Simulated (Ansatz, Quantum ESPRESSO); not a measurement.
Given: the input of a run of Ansatz 0.2.0 on NiO. 

input.yaml

```yaml
crystal:
  lattice:
    - [0.0, 2.0859016414, 2.0859016414]
    - [2.0859016414, 0.0, 2.0859016414]
    - [2.0859016414, 2.0859016414, 0.0]
  atoms:
    - { symbol: Ni, position: [0.0, 0.0, 0.0], spin: 1.0 }
    - { symbol: O, position: [0.5, 0.5, 0.5] }
kpoints:
  mp_grid: { grid: [11, 11, 11] }
scf:
  occupations: { method: fermi_dirac, width: 0.05 }
hamiltonian:
  xc: pbesol
  pseudopotentials: { kind: all_electron, lapw: { basis_error: 0.001 } }
magnetization:
  spin_polarized: true
output:
  forces: true
  stress: true
  eigenvalues: true
  populations: true
```

Potentials or basis: all-electron LAPW, scalar-relativistic.

Run with:

```bash
$ ansatz run input.yaml --threads 2 --pin off --max-ram 6144MiB --backend cpu --events-out ev --progress --plain --runs-dir out
```

Task: Translate it to Quantum ESPRESSO 7.5. Potentials or basis there: GBRV 1.5 PBEsol, cutoff 612 eV.

Result: As run (cutoffs and basis follow the program's own potentials, and thresholds, step limits or extra output files can differ):

File pw.in:

```
&CONTROL
  calculation = 'scf'
  prefix = 'pwscf'
  outdir = './tmp'
  pseudo_dir = './pseudo'
  tprnfor = .true.
  tstress = .true.
  disk_io = 'low'
/
&SYSTEM
  ibrav = 0
  nat = 2
  ntyp = 2
  ecutwfc = 45
  ecutrho = 360
  nbnd = 22
  occupations = 'smearing'
  smearing = 'fd'
  degauss = 0.00367493
  nspin = 2
  starting_magnetization(1) = 0.0556
  starting_magnetization(2) = 0
/
&ELECTRONS
  conv_thr = 4d-10
  electron_maxstep = 120
  mixing_beta = 0.3
/
ATOMIC_SPECIES
Ni    58.6934 ni_pbesol_v1.4.uspp.F.UPF
O     15.9990 o_pbesol_v1.2.uspp.F.UPF
CELL_PARAMETERS angstrom
   0.0000000000    2.0859016414    2.0859016414
   2.0859016414    0.0000000000    2.0859016414
   2.0859016414    2.0859016414    0.0000000000
ATOMIC_POSITIONS crystal
Ni     0.0000000000    0.0000000000    0.0000000000
O      0.5000000000    0.5000000000    0.5000000000
K_POINTS automatic
11 11 11 0 0 0
```

Contents of pp_density.in:

```
&INPUTPP
  prefix = 'pwscf'
  outdir = './tmp'
  filplot = 'density.dat'
  plot_num = 0
/
&PLOT
  nfile = 1
  filepp(1) = 'density.dat'
  iflag = 3
  output_format = 6
  fileout = 'density.cube'
/
```

Contents of pp_potential.in:

```
&INPUTPP
  prefix = 'pwscf'
  outdir = './tmp'
  filplot = 'potential.dat'
  plot_num = 11
/
&PLOT
  nfile = 1
  filepp(1) = 'potential.dat'
  iflag = 3
  output_format = 6
  fileout = 'potential.cube'
/
```

The input pp_spin.in:

```
&INPUTPP
  prefix = 'pwscf'
  outdir = './tmp'
  filplot = 'spin.dat'
  plot_num = 6
/
&PLOT
  nfile = 1
  filepp(1) = 'spin.dat'
  iflag = 3
  output_format = 6
  fileout = 'spin.cube'
/
```

Potentials or basis: GBRV 1.5 PBEsol.

Run with:

```bash
$ OMP_NUM_THREADS=1 mpirun -n 2 pw.x -nk 2 -in pw.in > pw.out
$ OMP_NUM_THREADS=1 mpirun -n 1 pp.x -in pp_density.in > pp_density.out
$ OMP_NUM_THREADS=1 mpirun -n 1 pp.x -in pp_potential.in > pp_potential.out
$ OMP_NUM_THREADS=1 mpirun -n 1 pp.x -in pp_spin.in > pp_spin.out
```

Both were run:

|  | Ansatz | Quantum ESPRESSO |
| --- | --- | --- |
| Pressure | -6.8 GPa | -11.5 GPa |
| Net moment | 1.48 μB per cell | 0.39 μB per cell |
| Absolute moment | 1.48 μB per cell | 0.39 μB per cell |

Where Ansatz's input types no cutoff or centring, it takes its own default and a Γ-centred mesh.

The magnetic state is the one that the start led to; the real crystal's order can differ.

The two runs disagree by more than potentials and bases usually give (in gap, levels, pressure or energy); the cause wasn't traced.

Pressure is positive in compression.
